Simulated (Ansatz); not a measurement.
**CsI: deformation potentials from a series**

```
CELL_PARAMETERS angstrom
4.56670 0.00000 0.00000
0.00000 4.56670 0.00000
0.00000 0.00000 4.56670
ATOMIC_POSITIONS crystal
Cs 0.00000 0.00000 0.00000
I 0.50000 0.50000 0.50000
```

Atom numbers follow the list: Cs1, I2.

The cell is COD entry 9008790, as deposited and not checked against the literature; nothing was relaxed.

No spin–orbit coupling, which matters for the heavy atoms here.

Method: Ansatz 0.2.0, DFT, LDA, all-electron LAPW, scalar-relativistic.

Settings: a Γ-centred 7×7×7 k mesh, Fermi–Dirac smearing of 0.01 eV, basis error target 0.25 meV/atom, no spin polarisation.

The strain is applied along the Cartesian axes of the cell as listed (the other components stay zero). Fractional coordinates are held (clamped ions).

The valence-band top of this crystal doesn't lie at Γ but 0.09 eV above the top filled level there.

Only quantities that a quadratic follows smoothly over the whole series are listed; rougher ones are left out.

```
    εzz  direct gap at Γ, from the mean of the top three filled levels (eV)  singlet less doublet of the top filled triplet at Γ (eV)
-0.0200                                                               3.671                                                     0.094
 0.0000                                                               3.617                                                     0.000
 0.0100                                                               3.584                                                    -0.044
 0.0200                                                               3.549                                                    -0.086
```

**Question.** Fit the series and give the slopes at zero strain.

**Answer.** Least-squares fits y = p0 + p1 x + p2 x² to the rows give direct gap at Γ, from the mean of the top three filled levels (eV): p1 = -3.06, p2 = -17; singlet less doublet of the top filled triplet at Γ (eV): p1 = -4.5, p2 = 10. Without spin–orbit coupling the singlet lies 3b(εzz − εxx) above the doublet in the usual convention, so the shear deformation potential is b = -1.50 eV.

**Question.** One run, at εzz = -0.0100, is withheld. Predict its row.

**Answer.** The fits give 3.646, 0.046; the run gave 3.646, 0.046.
